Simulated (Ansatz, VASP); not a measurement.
## Al in VASP and in Ansatz

```
Al
1.0
     0.00000    2.02481    2.02481
     2.02481    0.00000    2.02481
     2.02481    2.02481    0.00000
Al
1
Direct
  0.00000 0.00000 0.00000
```

Alike in both runs: task band structure; functional PBE; k mesh 11 × 11 × 11; occupations fermi-dirac, width 0.05 eV; no spin polarisation.

|  | VASP | Ansatz |
| --- | --- | --- |
| version | VASP 6.6.1 | Ansatz 0.2.0 |
| potentials or method | VASP PAW PBE potentials, release 64 (Al) | Ansatz PAW |
| plane-wave cutoff (eV) | 520 | 420 |
| valence electrons in the cell | 3 | 3 |

Ansatz gave:

```
gap on the k mesh at the Fermi level (eV) : none
pressure (GPa)                            : -0.4
```

**Question.** What did VASP give for the same quantities?

**Answer.** gap on the k mesh at the Fermi level (eV): none; pressure (GPa): -0.5.

A gap of «none» marks a metal or a gap that the smearing closes.
